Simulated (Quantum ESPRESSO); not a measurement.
The system is Mg.

```
Mg
1.0
    -1.96832    1.91662    1.41421
     1.94245   -2.05915    1.54176
     1.91723    2.00807   -1.57004
Mg
1
Cartesian
  0.0000 0.0000 0.0000
```

This isn't the form of Mg at room conditions, which is hcp.

| Property | Result |
| --- | --- |
| Program | Quantum ESPRESSO 7.5 |
| Task | relaxation of cell and atoms |
| Functional | LDA |
| Potentials or basis | PseudoDojo 0.4.1 SR LDA stringent |
| Cutoff | 1143 eV |
| Density cutoff | 4572 eV |
| k mesh | 5 × 5 × 4 |
| Occupations | methfessel-paxton, width 0.2 eV |
| Spin | no spin polarisation |

At the start: pressure 0.4 GPa; volume 22.34 Å³/atom.

Q: Where does the relaxation end?

A: Over 12 steps the energy falls by 77.0 meV/atom and the volume is 21.71 Å³/atom (-2.8 %); space group Fmmm (No. 69, to 0.05 Å).

Step by step:
| step | energy change (eV) | largest force (eV/Å) | pressure (GPa) | volume (Å³) |
| --- | --- | --- | --- | --- |
| 1 | 0.0000 | 0.0000 | 0.39 | 22.34 |
| 2 | -0.0198 | 0.0000 | 0.03 | 22.39 |
| 3 | -0.0591 | 0.0000 | -0.74 | 22.42 |
| 4 | -0.0653 | 0.0000 | -0.78 | 22.31 |
| 5 | -0.0529 | 0.0000 | -0.30 | 21.67 |
| 6 | -0.0712 | 0.0000 | -0.56 | 21.94 |
| 7 | -0.0735 | 0.0000 | -0.38 | 21.97 |
| 8 | -0.0750 | 0.0000 | -0.25 | 21.88 |
| 9 | -0.0767 | 0.0000 | 0.19 | 21.61 |
| 10 | -0.0769 | 0.0000 | 0.09 | 21.66 |
| 11 | -0.0770 | 0.0000 | 0.05 | 21.67 |
| 12 | -0.0770 | 0.0000 | -0.02 | 21.71 |

Final structure:
```
Mg
1.0
    -1.86611    1.85209    1.59358
     1.85683   -1.86853    1.59883
     1.83346    1.83429   -1.60727
Mg
1
Direct
  0.00000 0.00000 0.00000
```

Caveat: the k mesh is coarse (spacing up to 0.58 Å⁻¹), so the values aren't converged.
